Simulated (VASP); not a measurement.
Runs of VASP 6.6.1 on ZnO (zincite). It takes space group P6_3mc (No. 186, hexagonal). The conventional cell has a = 3.249 Å, b = 3.249 Å, c = 5.206 Å, α = 90.00°, β = 90.00°, γ = 120.00°. Zn (site symmetry 3m) has 4 O at 1.97 to 1.98 Å as nearest neighbours. Around O (site symmetry 3m) lie 4 Zn at 1.97 to 1.98 Å. 

```csv
level,k mesh,cutoff (eV),gap on the mesh (eV),pressure (GPa),largest force (eV/Å)
PBEsol,8 × 8 × 5,600,0.69,-0.6,0.07
r2SCAN,8 × 8 × 5,520,1.23,(a),0.09
PBEsol,12 × 12 × 7,520,0.69,-0.5,0.07
PBEsol,8 × 8 × 5,700,0.69,-0.6,0.07
PBEsol,8 × 8 × 5,500,0.69,-0.6,0.07
```

Alike in all rows: task electric field gradients; potentials or basis VASP PAW PBE potentials, release 64 (Zn, O); no spin polarisation; cell as given; smearing fermi-dirac 0.02 eV.

Fill in the values left out.

(a) -0.1.

Caveats: the PAW data sets were made with another functional, which shifts forces and pressure a little.

Runs at the PBE level aren't shown here.
